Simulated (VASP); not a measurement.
Input and output of a VASP PBE single-point calculation on BeS (strained rocksalt)

INCAR

```
NELM = 120
GGA = PE
ENCUT = 520
LASPH = .TRUE.
SIGMA = 0.02
ISMEAR = -1
LWAVE = .FALSE.
LREAL = .FALSE.
NBANDS = 11
IBRION = -1
PREC = Accurate
ISIF = 2
LCHARG = .FALSE.
NSW = 0
EDIFF = 1E-7
```

KPOINTS

```
KPOINTS created by Atomic Simulation Environment
0
Gamma
10 10 10
0 0 0
```

KPOINTS_OPT

```
special points
8
Reciprocal
0.0000000000 0.0000000000 0.0000000000 1
0.5000000000 0.0000000000 0.5000000000 1
0.6250000000 0.2500000000 0.6250000000 1
0.3750000000 0.3750000000 0.7500000000 1
0.5000000000 0.5000000000 0.5000000000 1
0.5000000000 0.2500000000 0.7500000000 1
0.1458330000 0.1458330000 0.2916670000 1
0.5000000000 0.5000000000 0.0000000000 1
```

POSCAR

```
Be S
 1.0000000000000000
     0.0231729720000000    2.3172971968999998    2.3172971968999998
     2.3172971968999998    0.0231729720000000    2.3172971968999998
     2.3404701689000000    2.3404701689000000    0.0000000000000000
 Be  S
   1   1
Cartesian
  0.0000000000000000  0.0000000000000000  0.0000000000000000
  2.3404701688999996  2.3404701688999991  2.3172971968999994
```

VASP ran with the recommended PBE PAW datasets (8 valence electrons in the cell).

Command

```
mpirun -np 1 vasp_std
```

From OUTCAR

```
k-points           NKPTS =    171   k-points in BZ     NKDIM =    171   number of bands    NBANDS=     11

   NELECT =       8.0000    total number of electrons

   dimension x,y,z NGX =    24 NGY =   24 NGZ =   28
   dimension x,y,z NGXF=    48 NGYF=   48 NGZF=   56

  energy-cutoff  :      520.00
  volume of cell :       24.88
      direct lattice vectors                 reciprocal lattice vectors
     0.023172972  2.317297197  2.317297197    -0.217948093  0.217948093  0.215768612
     2.317297197  0.023172972  2.317297197     0.217948093 -0.217948093  0.215768612
     2.340470169  2.340470169  0.000000000     0.213632289  0.213632289 -0.215768612

 k-points in reciprocal lattice and weights: KPOINTS created by Atomic Simulation Env
   0.00000000  0.00000000  0.00000000       0.001
   0.10000000  0.00000000  0.00000000       0.004
   0.20000000  0.00000000  0.00000000       0.004
   0.30000000  0.00000000  0.00000000       0.004
   0.40000000 -0.00000000  0.00000000       0.004
   0.50000000  0.00000000  0.00000000       0.002
   0.10000000  0.10000000  0.00000000       0.002
   0.20000000  0.10000000  0.00000000       0.004
   ...

 E-fermi :   7.1439

 k-point     1 :       0.0000    0.0000    0.0000
  band No.  band energies     occupation
      1      -8.4934      2.00000
      2       6.1484      2.00000
      3       6.2928      2.00000
      4       6.4471      2.00000
      5      11.8660      0.00000
      6      15.2210      0.00000
      7      15.4426      0.00000
      8      15.6408      0.00000
      9      16.1505      0.00000
     10      16.1779      0.00000
     11      16.2190      0.00000

 k-point     2 :       0.1000    0.0000    0.0000
  band No.  band energies     occupation
      1      -8.3431      2.00000
      2       5.4706      2.00000
      3       6.1083      2.00000
      4       6.2982      2.00000
      5      12.2289      0.00000
      6      14.7212      0.00000
      7      14.7586      0.00000
      8      15.0988      0.00000
      9      15.7914      0.00000
     10      16.0389      0.00000
     11      16.6274      0.00000

 k-point     3 :       0.2000    0.0000    0.0000
  band No.  band energies     occupation
      1      -7.9078      2.00000
      2       3.5905      2.00000
      3       6.0270      2.00000
      4       6.1878      2.00000
      5      11.9968      0.00000
      6      13.0285      0.00000
      7      13.0827      0.00000
      8      15.7004      0.00000
      9      16.8550      0.00000
     10      17.0776      0.00000
     11      17.1823      0.00000

 k-point     4 :       0.3000    0.0000    0.0000
  band No.  band energies     occupation
      1      -7.2486      2.00000
      2       1.6326      2.00000
      3       5.9731      2.00000
      4       6.1013      2.00000
      5      11.2876      0.00000
      6      11.6314      0.00000
      7      11.7326      0.00000
      8      16.4607      0.00000
      9      18.2977      0.00000
     10      18.5589      0.00000
     11      18.9352      0.00000

 k-point     5 :       0.4000   -0.0000    0.0000
  band No.  band energies     occupation
      1      -6.5386      2.00000
      2       0.0713      2.00000
      3       5.9701      2.00000
      4       6.0692      2.00000
      5      10.7160      0.00000
      6      10.7197      0.00000
      7      10.9098      0.00000
      8      16.6536      0.00000
      9      20.3506      0.00000
     10      20.6234      0.00000
     11      21.0450      0.00000

 k-point     6 :       0.5000    0.0000    0.0000
  band No.  band energies     occupation
      1      -6.1880      2.00000
      2      -0.5729      2.00000
      3       5.9800      2.00000
      4       6.0667      2.00000
      5      10.3929      0.00000
      6      10.4618      0.00000
      7      10.6815      0.00000
      8      16.6947      0.00000
      9      22.0031      0.00000
     10      22.2701      0.00000
     11      22.4377      0.00000

 k-point     7 :       0.1000    0.1000    0.0000
  band No.  band energies     occupation
      1      -8.2961      2.00000
      2       5.6902      2.00000
      3       5.7417      2.00000
      4       6.0557      2.00000
      5      12.6354      0.00000
      6      13.5823      0.00000
      7      14.5955      0.00000
      8      15.4117      0.00000
      9      15.5485      0.00000
     10      17.1224      0.00000
     11      17.3182      0.00000

 k-point     8 :       0.2000    0.1000    0.0000
  band No.  band energies     occupation
      1      -7.9571      2.00000
      2       4.2386      2.00000
      3       5.4158      2.00000
      4       6.0255      2.00000
      5      12.0514      0.00000
      6      12.9429      0.00000
      7      14.5311      0.00000
      8      14.7546      0.00000
      9      16.0284      0.00000
     10      17.7673      0.00000
     11      18.2180      0.00000

 k-point     9 :       0.3000    0.1000    0.0000
  band No.  band energies     occupation
      1      -7.3680      2.00000
      2       2.3348      2.00000
      3       5.2409      2.00000
      4       5.8469      2.00000
      5      10.9270      0.00000
      6      12.3578      0.00000
      7      13.3128      0.00000
      8      15.8062      0.00000
      9      16.7370      0.00000
     10      19.3092      0.00000
     11      19.4514      0.00000

 k-point    10 :       0.4000    0.1000    0.0000
  band No.  band energies     occupation
      1      -6.6516      2.00000
      2       0.6363      2.00000
      3       5.2726      2.00000
      4       5.5070      2.00000
      5      10.2899      0.00000
      6      11.8920      0.00000
      7      12.0527      0.00000
      8      17.0522      0.00000
      9      17.7224      0.00000
     10      21.2290      0.00000
     11      21.3293      0.00000

 k-point    11 :       0.5000    0.1000    0.0000
  band No.  band energies     occupation
      1      -6.1260      2.00000
      2      -0.3642      2.00000
      3       5.1465      2.00000
      4       5.5100      2.00000
      5      10.1435      0.00000
      6      11.1626      0.00000
      7      11.7519      0.00000
      8      17.1679      0.00000
      9      19.8901      0.00000
     10      22.1391      0.00000
     11      22.7588      0.00000

 k-point    12 :      -0.4000    0.1000    0.0000
  band No.  band energies     occupation
      1      -6.2404      2.00000
      2      -0.1573      2.00000
      3       4.8924      2.00000
      4       5.8842      2.00000
      5      10.4229      0.00000
      6      10.7384      0.00000
      7      11.9874      0.00000
      8      17.1326      0.00000
      9      19.8600      0.00000
     10      20.4198      0.00000
     11      22.8551      0.00000

 k-point    13 :      -0.3000    0.1000    0.0000
  band No.  band energies     occupation
      1      -6.8773      2.00000
      2       1.1274      2.00000
      3       4.8290      2.00000
      4       6.2469      2.00000
      5      10.8941      0.00000
      6      11.0453      0.00000
      7      12.6002      0.00000
      8      16.7366      0.00000
      9      18.1039      0.00000
     10      18.3225      0.00000
     11      22.0942      0.00000

 k-point    14 :      -0.2000    0.1000    0.0000
  band No.  band energies     occupation
      1      -7.5754      2.00000
      2       2.9276      2.00000
      3       4.9989      2.00000
      4       6.4330      2.00000
      5      11.7082      0.00000
      6      11.8918      0.00000
      7      13.5214      0.00000
      8      15.4242      0.00000
      9      16.6853      0.00000
     10      17.4459      0.00000
     11      19.8993      0.00000

 k-point    15 :      -0.1000    0.1000    0.0000
  band No.  band energies     occupation
      1      -8.0936      2.00000
      2       4.6456      2.00000
      3       5.4903      2.00000
      4       6.3751      2.00000
      5      12.4574      0.00000
      6      13.1080      0.00000
      7      14.4620      0.00000
      8      14.6145      0.00000
      9      15.7483      0.00000
     10      17.0508      0.00000
     11      17.8149      0.00000

 k-point    16 :       0.2000    0.2000    0.0000
  band No.  band energies     occupation
      1      -7.7173      2.00000
      2       4.2774      2.00000
      3       4.8688      2.00000
      4       5.2073      2.00000
      5      10.7455      0.00000
      6      13.1361      0.00000
      7      14.5176      0.00000
      8      15.9910      0.00000
      9      16.0048      0.00000
     10      19.3995      0.00000
     11      19.5443      0.00000

 ...

  Total       -0.0607316     -0.0607316     -0.0732117     -0.3589616      0.0000000      0.0000000
  in kB       -3.9101499     -3.9101499     -4.7136739    -23.1114309      0.0000000      0.0000000
  external PRESSURE =      -4.1779912 kB  Pullay stress =       0.0000000 kB

 POSITION                                       TOTAL-FORCE (eV/Angst)
 -----------------------------------------------------------------------------------
      0.00000      0.00000      0.00000        -0.000000     -0.000000      0.000000
      2.34047      2.34047      2.31730         0.000000      0.000000     -0.000000
 -----------------------------------------------------------------------------------
    total drift:                               -0.000000     -0.000000      0.000000

  FREE ENERGIE OF THE ION-ELECTRON SYSTEM (eV)
  ---------------------------------------------------
  free  energy   TOTEN  =        -8.8909632677 eV

  energy  without entropy=       -8.8909632677  energy(sigma->0) =       -8.89096327
```

| Item | Value |
| --- | --- |
| gap between bands v and c | 0.84 eV |
| least direct gap | 3.95 eV |
| pressure | -0.4 GPa |

Band v is the last that the valence electrons fill when counted band by band, and c is the next.

The run took about 24 s on one core of a shared host (Intel Xeon Platinum 8488C) and held 0.17 GiB at most.
